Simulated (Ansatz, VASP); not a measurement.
**One calculation of Be, two programs**

File INCAR:

```
PREC = Accurate
ENCUT = 520
EDIFF = 1E-8
ISMEAR = -1
SIGMA = 0.03
LREAL = False
LASPH = True
NELM = 60
ALGO = Normal
ISIF = 2
LWAVE = False
LCHARG = False
GGA = PS
LEFG = True
NBANDS = 7
```

KPOINTS

```
Automatic mesh
0
Gamma
  23 23 23
```

Contents of POSCAR:

```
Be
1.0
   -1.2656521608      1.2656521608      1.2531209513
    1.2656521608     -1.2656521608      1.2531209513
    1.2656521608      1.2656521608     -1.2531209513
Be
1
Direct
    0.0000000000      0.0000000000      0.0000000000
```

Input for Ansatz:

```yaml
crystal:
  lattice:
    - [-1.2656521608, 1.2656521608, 1.2531209513]
    - [1.2656521608, -1.2656521608, 1.2531209513]
    - [1.2656521608, 1.2656521608, -1.2531209513]
  atoms:
    - { symbol: Be, position: [0.0, 0.0, 0.0] }
kpoints:
  mp_grid: { grid: [23, 23, 23] }
scf:
  occupations: { method: fermi_dirac, width: 0.03 }
hamiltonian:
  xc: pbesol
  pseudopotentials: { kind: paw }
output:
  forces: true
  stress: true
  eigenvalues: true
  efg: { contact_densities: true }
```

Change from the starting cell: equal xx and yy strain of +1 %, PAW files.

Alike in both runs: task electric field gradients; functional PBEsol; k mesh 23 × 23 × 23; occupations fermi-dirac, width 0.03 eV; no spin polarisation.

|  | VASP | Ansatz |
| --- | --- | --- |
| version | VASP 6.6.1 | Ansatz 0.2.0 |
| potentials or method | VASP PAW PBE potentials, release 64 (Be) | PAW with Ansatz's default frozen-core files, scalar-relativistic |
| plane-wave cutoff (eV) | 520 | 420 |
| valence electrons in the cell | 2 | 2 |

|  | VASP | Ansatz | Ansatz less VASP |
| --- | --- | --- | --- |
| pressure (GPa) | -3.9 | -4.2 | -0.35 |
| largest component of the traceless stress (GPa) | 0.31 | 0.32 | +0.006 |
| Vzz of the field gradient on the site that differs most (V/Å²) | -0.1 | 0.0 | +0.02 |

With one functional, cell and mesh, what is left measures potentials, basis and numerics.

Caveats: the PAW data sets were made with another functional, which shifts forces and pressure a little (VASP).
